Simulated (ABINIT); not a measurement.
# TePb (Fm-3m) in ABINIT: further runs

The runs below take TePb through band structure, with AM05, r2SCAN, rPW86PBE, RPBE.

Program: ABINIT 10.8.3 (patched build). These are calculated values, not measurements. Logs are shortened: lines on timing, memory, paths and dates and some standing lists are left out, and cuts for length are marked. The log counts tension as positive stress, the text compression.

**Experimental background.**

From a printed reference work, monograph, for a bulk crystal of TePb at 4.2 K: band gap 0.19 eV (direct).

The runs below are set against these values where they give the same quantity.

**1. The structure**

It takes space group Fm-3m (No. 225, cubic). Conventional cell: a = 6.462 Å, b = 6.462 Å, c = 6.462 Å, α = 90.00°, β = 90.00°, γ = 90.00°. Pb (site symmetry m-3m) has 6 Te at 3.23 Å as nearest neighbours. Around Te (site symmetry m-3m) lie 6 Pb at 3.23 Å.

**2. Band structure, AM05**

run.abi reads:

```
ndtset 2

pp_dirpath "./"
pseudos "Pb.GGA_PBE-JTH.xml, Te.GGA_PBE-JTH.xml"

acell 3*1.0 Angstrom
rprim
     0.0000000000     3.2310000000     3.2310000000
     3.2310000000     0.0000000000     3.2310000000
     3.2310000000     3.2310000000     0.0000000000
ntypat 2
znucl 82 52
natom 2
typat 1 2
xred
     0.0000000000     0.0000000000     0.0000000000
     0.5000000000     0.5000000000     0.5000000000

ecut 17.0
pawecutdg 34.0

ixc -120135

occopt 3
tsmear 0.05 eV

nstep 100

iomode 3
prtwf 0
prteig 0
prtebands 0
prtden1 1

kptopt1 1
ngkpt1 7 7 7
nshiftk1 1
shiftk1 0.0 0.0 0.0
nband1 14
tolvrs1 1.0e-9

iscf2 -2
getden2 1
nband2 18
nbdbuf2 2
tolwfr2 1.0e-12
kptopt2 -9
ndivsm2 6
prteig2 1
prtvol2 -3
kptbounds2
     0.0000000000     0.0000000000     0.0000000000
     0.5000000000     0.0000000000     0.5000000000
     0.5000000000     0.2500000000     0.7500000000
     0.3750000000     0.3750000000     0.7500000000
     0.0000000000     0.0000000000     0.0000000000
     0.5000000000     0.5000000000     0.5000000000
     0.6250000000     0.2500000000     0.6250000000
     0.5000000000     0.2500000000     0.7500000000
     0.5000000000     0.5000000000     0.5000000000
     0.3750000000     0.3750000000     0.7500000000
```

Potentials or basis: JTH PAW PBE v2.0.

Run with:

```
$ abinit run.abi > log 2>&1
```

run.abo:

```text
.Version 10.8.3 of ABINIT
 DATASET    1 : space group Fm -3 m (#225); Bravais cF (face-center cubic)
================================================================================
 Values of the parameters that define the memory need for DATASET  1.
     intxc =       0    ionmov =       0      iscf =      17    lmnmax =      18
     lnmax =       6     mgfft =      36  mpssoang =       3    mqgrid =    3001
     natom =       2  nloc_mem =       2    nspden =       1   nspinor =       1
    nsppol =       1      nsym =      48    n1xccc =       1    ntypat =       2
    occopt =       3   xclevel =       2
       mpw =        1541          nfft =       46656          nkpt =          20
 PAW method is used; the additional fine FFT grid is defined by:
   mgfftf=        48    nfftf =    110592
================================================================================
================================================================================

 DATASET    2 : space group Fm -3 m (#225); Bravais cF (face-center cubic)
================================================================================
 Values of the parameters that define the memory need for DATASET  2.
     intxc =       0    ionmov =       0      iscf =      -2    lmnmax =      18
     lnmax =       6     mgfft =      36  mpssoang =       3    mqgrid =    3001
     natom =       2  nloc_mem =       2    nspden =       1   nspinor =       1
    nsppol =       1      nsym =      48    n1xccc =       1    ntypat =       2
    occopt =       3   xclevel =       2
       mpw =        1544          nfft =       46656          nkpt =         103
 PAW method is used; the additional fine FFT grid is defined by:
   mgfftf=        48    nfftf =    110592
================================================================================
================================================================================

--------------------------------------------------------------------------------
------------- Echo of variables that govern the present computation ------------
--------------------------------------------------------------------------------
 -outvars: echo values of preprocessed input variables --------
            acell      1.8897261259E+00  1.8897261259E+00  1.8897261259E+00 Bohr
              amu      2.07200000E+02  1.27600000E+02
             ecut      1.70000000E+01 Hartree
           getden1          0
           getden2          1
             iscf1         17
             iscf2         -2
              ixc     -120135
           jdtset        1    2
           kptopt1          1
           kptopt2         -9
         kptrlatt        7    0    0      0    7    0      0    0    7
          kptrlen1     6.04433968E+01
          kptrlen2     3.00000000E+01
            natom           2
            nband1         14
            nband2         18
           nbdbuf1          0
           nbdbuf2          2
           ndtset           2
           ndivsm1          0
           ndivsm2          6
            ngfft          36      36      36
          ngfftdg          48      48      48
             nkpt1         20
             nkpt2        103
            nstep         100
             nsym          48
           ntypat           2
           occopt           3
        pawecutdg      3.40000000E+01 Hartree
         pawxcdev           0
        prtebands           0
           prteig1          0
           prteig2          1
           prtvol1          0
           prtvol2         -3
            prtwf           0
            rprim      0.0000000000E+00  3.2310000000E+00  3.2310000000E+00
                       3.2310000000E+00  0.0000000000E+00  3.2310000000E+00
                       3.2310000000E+00  3.2310000000E+00  0.0000000000E+00
           shiftk1     0.00000000E+00  0.00000000E+00  0.00000000E+00
           shiftk2     5.00000000E-01  5.00000000E-01  5.00000000E-01
          spgroup         225
           tolvrs1     1.00000000E-09
           tolvrs2     0.00000000E+00
           tolwfr1     0.00000000E+00
           tolwfr2     1.00000000E-12
           tsmear      1.83746611E-03 Hartree
[... 251 lines left out ...]

 getcut: wavevector=  0.0000  0.0000  0.0000  ngfft=  48  48  48
         ecut(hartree)=     34.000   => boxcut(ratio)=   2.11780
--------------------------------------------------------------------------------

================================================================================
 Non-SCF case, kpt    1 (  0.00000  0.00000  0.00000), residuals and eigenvalues=
  7.67E-13  2.75E-13  4.61E-13  9.03E-13  4.44E-13  1.23E-13  4.20E-13  7.97E-13
  5.14E-13  4.57E-13  3.34E-13  3.03E-13  8.63E-13  2.43E-13  1.82E-13  6.72E-13
  1.69E-06  5.95E-06
 -6.4950E-01 -6.4950E-01 -6.4932E-01 -6.4932E-01 -6.4932E-01 -4.7854E-01
 -2.4364E-01 -8.5194E-02 -8.5194E-02 -8.5194E-02  1.1611E-01  1.1611E-01
  1.1611E-01  1.7946E-01  1.7946E-01  1.7946E-01  2.4106E-01  2.4149E-01
 Non-SCF case, kpt    2 (  0.02941  0.00000  0.02941), residuals and eigenvalues=
  4.79E-13  1.85E-13  8.72E-13  2.97E-13  6.29E-13  3.90E-13  5.25E-13  9.20E-13
  9.00E-13  9.77E-13  4.63E-13  4.90E-13  7.41E-13  3.09E-13  1.25E-13  4.17E-13
  6.72E-08  1.04E-08
[... 696 lines left out ...]
 Non-SCF case, kpt  102 (  0.38750  0.38750  0.72500), residuals and eigenvalues=
  8.59E-13  3.24E-13  2.73E-13  1.81E-13  7.87E-13  7.49E-13  2.69E-13  5.13E-13
  9.96E-13  3.22E-13  9.47E-13  6.55E-13  7.42E-13  3.40E-13  9.11E-13  4.30E-13
  4.38E-10  2.09E-05
 -6.5110E-01 -6.4951E-01 -6.4932E-01 -6.4872E-01 -6.4858E-01 -4.1362E-01
 -3.3340E-01 -1.8308E-01 -1.1643E-01 -1.0797E-01  8.7855E-02  9.3744E-02
  1.6408E-01  1.7512E-01  2.8706E-01  2.9962E-01  3.7431E-01  4.4062E-01
 Non-SCF case, kpt  103 (  0.37500  0.37500  0.75000), residuals and eigenvalues=
  9.25E-13  2.61E-13  5.11E-13  2.69E-13  2.30E-13  5.39E-13  6.85E-13  3.97E-13
  6.40E-13  4.63E-13  8.79E-13  5.96E-13  2.85E-13  4.91E-13  6.60E-13  1.00E-12
  1.40E-09  1.93E-05
 -6.5122E-01 -6.4946E-01 -6.4938E-01 -6.4868E-01 -6.4856E-01 -4.1323E-01
 -3.3040E-01 -1.8746E-01 -1.2040E-01 -1.1284E-01  9.5104E-02  1.0323E-01
  1.5480E-01  1.8215E-01  2.9621E-01  3.0696E-01  3.7909E-01  4.3199E-01

--- !ResultsGS
iteration_state: {dtset: 2, }
comment   : Summary of ground state results
lattice_vectors:
- [  0.0000000,   6.1057051,   6.1057051, ]
- [  6.1057051,   0.0000000,   6.1057051, ]
- [  6.1057051,   6.1057051,   0.0000000, ]
lattice_lengths: [   8.63477,    8.63477,    8.63477, ]
lattice_angles: [ 60.000,  60.000,  60.000, ] # degrees, (23, 13, 12)
lattice_volume:   4.5523692E+02
convergence: {deltae:  0.000E+00, res2:  0.000E+00, residm:  9.999E-13, diffor:  0.000E+00, }
etotal    :  -6.95892632E+01
entropy   :   0.00000000E+00
fermie    :  -2.16515548E-02
cartesian_stress_tensor: null
pressure_GPa: null
xred      :
- [  0.0000E+00,   0.0000E+00,   0.0000E+00, Pb]
- [  5.0000E-01,   5.0000E-01,   5.0000E-01, Te]
cartesian_forces: null
force_length_stats: {min: null, max: null, mean: null, }
...

 Integrated electronic density in atomic spheres:
 ------------------------------------------------
 Atom  Sphere_radius  Integrated_density
    1        2.40264         11.34619335
    2        2.31107          3.14575735

================================================================================

 ----iterations are completed or convergence reached----

 Mean square residual over all n,k,spin=   56.888E-14; max=  99.989E-14
 reduced coordinates (array xred) for    2 atoms
       0.000000000000      0.000000000000      0.000000000000
       0.500000000000      0.500000000000      0.500000000000

 cartesian coordinates (angstrom) at end:
    1      0.00000000000000     0.00000000000000     0.00000000000000
    2      3.23100000000000     3.23100000000000     3.23100000000000
 length scales=  1.889726125908  1.889726125908  1.889726125908 bohr
              =  1.000000000000  1.000000000000  1.000000000000 angstroms
 Eigenvalues (hartree) for nkpt= 103  k points:
 kpt#   1, nband= 18, wtk=  1.00000, kpt=  0.0000  0.0000  0.0000 (reduced coord)
  -0.64950   -0.64950   -0.64932   -0.64932   -0.64932   -0.47854   -0.24364   -0.08519
  -0.08519   -0.08519    0.11611    0.11611    0.11611    0.17946    0.17946    0.17946
   0.24106    0.24149
 kpt#   2, nband= 18, wtk=  1.00000, kpt=  0.0294  0.0000  0.0294 (reduced coord)
  -0.64951   -0.64949   -0.64932   -0.64930   -0.64930   -0.47818   -0.24490   -0.08578
  -0.08578   -0.08310    0.10948    0.11598    0.11598    0.17663    0.18142    0.18142
   0.24414    0.24477
 kpt#   3, nband= 18, wtk=  1.00000, kpt=  0.0588  0.0000  0.0588 (reduced coord)
  -0.64954   -0.64948   -0.64933   -0.64928   -0.64928   -0.47708   -0.24844   -0.08749
  -0.08749   -0.07714    0.09301    0.11577    0.11577    0.16963    0.18708    0.18708
   0.24811    0.25443
 kpt#   4, nband= 18, wtk=  1.00000, kpt=  0.0882  0.0000  0.0882 (reduced coord)
  -0.64964   -0.64947   -0.64935   -0.64927   -0.64927   -0.47526   -0.25372   -0.09022
  -0.09022   -0.06827    0.07224    0.11585    0.11585    0.16076    0.19592    0.19592
   0.25136    0.26778
 kpt#   5, nband= 18, wtk=  1.00000, kpt=  0.1176  0.0000  0.1176 (reduced coord)
[... 381 lines left out ...]
  -0.10619   -0.09576    0.06719    0.07188    0.14716    0.18785    0.27147    0.29252
   0.37447    0.43377
 kpt# 101, nband= 18, wtk=  1.00000, kpt=  0.4000  0.4000  0.7000 (reduced coord)
  -0.65096   -0.64958   -0.64927   -0.64878   -0.64861   -0.41478   -0.33647   -0.17554
  -0.11167   -0.10227    0.07839    0.08321    0.16323    0.17533    0.27803    0.29484
   0.37401    0.44159
 kpt# 102, nband= 18, wtk=  1.00000, kpt=  0.3875  0.3875  0.7250 (reduced coord)
  -0.65110   -0.64951   -0.64932   -0.64872   -0.64858   -0.41362   -0.33340   -0.18308
  -0.11643   -0.10797    0.08785    0.09374    0.16408    0.17512    0.28706    0.29962
   0.37431    0.44062
 kpt# 103, nband= 18, wtk=  1.00000, kpt=  0.3750  0.3750  0.7500 (reduced coord)
  -0.65122   -0.64946   -0.64938   -0.64868   -0.64856   -0.41323   -0.33040   -0.18746
  -0.12040   -0.11284    0.09510    0.10323    0.15480    0.18215    0.29621    0.30696
   0.37909    0.43199

== END DATASET(S) ==============================================================
================================================================================

 -outvars: echo values of variables after computation  --------
            acell      1.8897261259E+00  1.8897261259E+00  1.8897261259E+00 Bohr
           etotal1    -6.9589263224E+01
            fcart1    -0.0000000000E+00 -0.0000000000E+00 -0.0000000000E+00
                      -0.0000000000E+00 -0.0000000000E+00 -0.0000000000E+00
            rprim      0.0000000000E+00  3.2310000000E+00  3.2310000000E+00
                       3.2310000000E+00  0.0000000000E+00  3.2310000000E+00
                       3.2310000000E+00  3.2310000000E+00  0.0000000000E+00
           strten1     3.0097268620E-05  3.0097268620E-05  3.0097268620E-05
                       0.0000000000E+00  0.0000000000E+00  0.0000000000E+00
           xangst      0.0000000000E+00  0.0000000000E+00  0.0000000000E+00
                       3.2310000000E+00  3.2310000000E+00  3.2310000000E+00
             xred      0.0000000000E+00  0.0000000000E+00  0.0000000000E+00
                       5.0000000000E-01  5.0000000000E-01  5.0000000000E-01
 Calculation completed.
```

It took 93 s on 1 thread of Arm Neoverse V2, shared host; peak memory 0.15 GiB.

What came out:

| Property | Result |
| --- | --- |
| Free energy | -1893.6203 eV |
| Valence electrons inside the program's atomic spheres | Pb 11.35; Te 3.15 |

Levels at the corners of the path, in eV from the Fermi level:
```tsv
point	band 8	band 9	band 10	band 11	band 12	band 13
Γ	-1.73	-1.73	-1.73	3.75	3.75	3.75
X	-4.89	-3.19	-3.19	2.91	5.12	5.12
W	-4.18	-4.18	-0.74	1.26	4.84	4.84
K	-4.51	-2.69	-2.48	3.18	3.40	4.80
Γ	-1.73	-1.73	-1.73	3.75	3.75	3.75
L	-1.26	-1.26	-0.39	0.31	0.85	0.85
U	-4.51	-2.69	-2.48	3.18	3.40	4.80
W	-4.18	-4.18	-0.74	1.26	4.84	4.84
L	-1.26	-1.26	-0.39	0.31	0.85	0.85
K	-4.51	-2.69	-2.48	3.18	3.40	4.80
```

Caveat: the cutoff is too short for stress, so the log's stress isn't used; this odd mesh misses L, where the gap lies, so gap, dielectric constants and Born charges aren't listed; the PAW data sets were made with another functional, which shifts forces and pressure a little; spin-orbit coupling is left out, which moves the levels of the heavy elements.

**3. Band structure, r2SCAN**

run.abi reads:

```
# Datasets: ground state, then fixed potential
ndtset 2

# Pseudopotentials
pp_dirpath "./"
pseudos "Pb.hgh, Te.hgh"

# Structure
acell 8.6347709725 8.6347709725 8.6347709725
rprim
     0.0000000000     0.7071067812     0.7071067812
     0.7071067812     0.0000000000     0.7071067812
     0.7071067812     0.7071067812     0.0000000000
ntypat 2
znucl 82 52
natom 2
typat 1 2
xred
     0.0000000000     0.0000000000     0.0000000000
     0.5000000000     0.5000000000     0.5000000000

# Plane-wave basis
ecut 19.0

# Exchange and correlation
ixc -497498
usekden 1

# Bands and occupations
occopt 3
tsmear 0.00183747

# SCF cycle
nstep 100

# Output
iomode 3
prtwf 0
prteig 0
prtebands 0
enunit 2
prtden1 1
prtkden1 1

# Dataset 1
kptopt1 1
ngkpt1 7 7 7
nshiftk1 1
shiftk1 0.0 0.0 0.0
nband1 9
tolvrs1 1.0e-9

# Dataset 2: bands along G-X-W-K-G-L-U-W-L-K
iscf2 -2
getden2 1
getkden2 1
nband2 13
nbdbuf2 2
tolwfr2 1.0e-12
kptopt2 -9
ndivsm2 5
prteig2 1
kptbounds2
     0.0000000000     0.0000000000     0.0000000000
     0.5000000000     0.0000000000     0.5000000000
     0.5000000000     0.2500000000     0.7500000000
     0.3750000000     0.3750000000     0.7500000000
     0.0000000000     0.0000000000     0.0000000000
     0.5000000000     0.5000000000     0.5000000000
     0.6250000000     0.2500000000     0.6250000000
     0.5000000000     0.2500000000     0.7500000000
     0.5000000000     0.5000000000     0.5000000000
     0.3750000000     0.3750000000     0.7500000000
```

Potentials or basis: HGH LDA.

Run with:

```
$ abinit run.abi > log 2>&1
```

Run time: 1.9 min. Hardware: 1 thread of Arm Neoverse V2, shared host; peak memory 0.1 GiB.

Results (log left out):

| Quantity | Value |
| --- | --- |
| Free energy | -324.8597 eV |
| Pressure | -1.3 GPa |
| Band gap along the path | 0.91 eV, direct |
| Valence electrons inside the program's atomic spheres | Pb 1.04; Te 2.20 |

Levels at the corners of the path, in eV from the Fermi level:
```
point  band 2  band 3  band 4  band 5  band 6  band 7  band 8  band 9
    Γ   -6.44   -2.02   -2.02   -2.02    3.74    3.74    3.74    5.85
    X   -8.29   -5.22   -3.51   -3.51    3.25    5.17    5.17    6.47
    W   -9.01   -4.50   -4.50   -0.97    1.18    5.16    5.16    6.75
    K   -8.99   -4.83   -3.00   -2.73    3.32    3.33    5.11    5.75
    Γ   -6.44   -2.02   -2.02   -2.02    3.74    3.74    3.74    5.85
    L   -9.63   -1.58   -1.58   -0.49    0.42    0.73    0.73    8.66
    U   -8.99   -4.83   -3.00   -2.73    3.32    3.33    5.11    5.75
    W   -9.01   -4.50   -4.50   -0.97    1.18    5.16    5.16    6.75
    L   -9.63   -1.58   -1.58   -0.49    0.42    0.73    0.73    8.66
    K   -8.99   -4.83   -3.00   -2.73    3.32    3.33    5.11    5.75
```

Caveat: this odd mesh misses L, where the gap lies, so gap, dielectric constants and Born charges aren't listed; the potentials were made for another functional, which shifts forces and pressure; spin-orbit coupling is left out, which moves the levels of the heavy elements; HGH potentials are hard and often keep d shells in the core, so these values are rough.

(Continued in part 2 of 2.)
